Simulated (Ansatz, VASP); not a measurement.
# Two plane-wave programs on Re

File INCAR:

```
PREC = Accurate ; ENCUT = 520
EDIFF = 1E-8 ; ISMEAR = -1
SIGMA = 0.05 ; LREAL = F
LASPH = T ; NELM = 100
ALGO = Fast ; ISIF = 2
LWAVE = F ; LCHARG = F
GGA = PE ; LEFG = T
NBANDS = 14
```

Contents of KPOINTS:

```
Automatic mesh
0
Gamma
  14 14 8
```

The input POSCAR:

```
Re
1.0
    2.6029010724      0.0000000000      0.0000000000
   -1.3014505362      2.2541784522      0.0000000000
    0.0000000000      0.0000000000      4.1620000000
Re
2
Direct
    0.3333333333      0.6666666667      0.2500000000
    0.7009473116      0.3584285071      0.7500000000
```

Input for Ansatz:

```yaml
crystal:
  lattice:
    - [2.6029010724, 0.0, 0.0]
    - [-1.3014505362, 2.2541784522, 0.0]
    - [0.0, 0.0, 4.162]
  atoms:
    - { symbol: Re, position: [0.3333333333, 0.6666666667, 0.25] }
    - { symbol: Re, position: [0.7009473116, 0.3584285071, 0.75] }
kpoints:
  mp_grid: { grid: [14, 14, 8] }
scf:
  occupations: { method: fermi_dirac, width: 0.05 }
hamiltonian:
  xc: pbe
  pseudopotentials: { kind: paw }
output:
  forces: true
  stress: true
  eigenvalues: true
  efg: { contact_densities: true }
```

Alike in both runs: task electric field gradients; functional PBE; k mesh 14 × 14 × 8; occupations fermi-dirac, width 0.05 eV; no spin polarisation.

|  | VASP | Ansatz |
| --- | --- | --- |
| version | VASP 6.6.1 | Ansatz 0.2.0 |
| potentials or method | VASP PAW PBE potentials, release 64 (Re) | PAW with Ansatz's default frozen-core files, scalar-relativistic |
| plane-wave cutoff (eV) | 520 | 420 |
| valence electrons in the cell | 14 | 30 |

```csv
,VASP,Ansatz,Ansatz less VASP
rms of the force components (eV/Å),0.371,0.381,+0.0098
Vzz of the field gradient on the site that differs most (V/Å²),107.8,92.3,-15.50
```

Atom by atom the forces differ by 0.010 eV/Å (rms over components). With one functional, cell and mesh, what is left measures potentials, basis and numerics. The two sets of potentials don't hold the same shells in valence. Ansatz warned: «gradients_without_spin_orbit».

 Spin-orbit coupling is left out, which matters for the levels of Re.
